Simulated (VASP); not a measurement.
**CdTe: band structure with PBEsol**

Crystal: CdTe.

```
Cd Te
1.0
     0.00000    3.24777    3.24777
     3.24777    0.00000    3.24777
     3.24777    3.24777    0.00000
Cd Te
1 1
Direct
  0.00000 0.00000 0.00000
  0.25000 0.25000 0.25000
```

The cell was built by a generator and needn't be a form met in nature.

| Item | Value |
| --- | --- |
| Program | VASP 6.6.1 |
| Task | band structure |
| Functional | PBEsol |
| Potentials or basis | VASP PAW PBE potentials, release 64 (Cd, Te) |
| Cutoff | 520 eV |
| k mesh | 6 × 6 × 6 |
| Occupations | gaussian, width 0.03 eV |
| Spin | spin-orbit coupling, no magnetisation |
| Further INCAR settings | ALGO = Normal; EDIFF = 1e-06; NBANDS = 32 |

```yaml
Pressure: 0.1 GPa
Valence_electrons_inside_the_program's_atomic_spheres: Cd 10.32; Te 3.42
```

Wall time 4 min on 1 thread of Intel(R) Xeon(R) 6975P-C (Granite Rapids), with other jobs on the host, peak memory 0.41 GiB.

Caveat: the PAW data sets were made with another functional, which shifts forces and pressure a little.
